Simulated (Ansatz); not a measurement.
Crystal: MnS.

```
Mn S
1.0
     0.00000    2.47346    2.47346
     2.47346    0.00000    2.47346
     2.47346    2.47346    0.00000
Mn S
1 1
Direct
  0.00000 0.00000 0.00000
  0.75000 0.75000 0.75000
```

The cell is a database's computed one.

Base run:

* Program: Ansatz 0.2.0
* Functional: PBEsol
* Potentials or basis: all-electron LAPW, scalar-relativistic
* Cutoff: 344 eV
* Density cutoff: 1375 eV
* Basis error allowed: 0.001 eV/atom
* k mesh: 9 × 9 × 9
* Occupations: fermi-dirac, width 0.05 eV
* Spin: collinear spin, ferromagnetic start
* Starting moments: [4.0, 0.0] μB
* Hubbard terms: Mn d U = 2 eV

Its results: pressure 34.6 GPa; net moment 3.93 μB per cell; site moments Mn +3.58; S +0.04 μB.

After a change of settings the same cell gave: pressure -6.9 GPa; net moment -0.14 μB per cell; site moments Mn -0.14; S +0.00 μB. Which change was it?
A. functional from PBEsol to LDA; hubbard terms from Mn d U = 2 eV to none
B. potentials or basis from all-electron LAPW, scalar-relativistic to all-electron PAW datasets made for the crystal; hubbard terms from Mn d U = 2 eV to none
C. hubbard terms from Mn d U = 2 eV to none
D. hubbard terms from Mn d U = 2 eV to Mn d U = 4 eV

A.

Caveats: the magnetic state may not be the lowest (some runs); U is the effective U less J, on atomic orbitals that reach past the spheres (some runs); a pressure of tens of GPa on the cell as given is suspect, and the run, the potentials or the cell itself is likely at fault (some runs); a cell with one magnetic atom can't hold antiferromagnetic order, which such compounds often take (some runs); the moment fell far below its start of 4 μB, so a state of higher moment may lie lower in energy (some runs).

Not every run made on this cell is shown here.
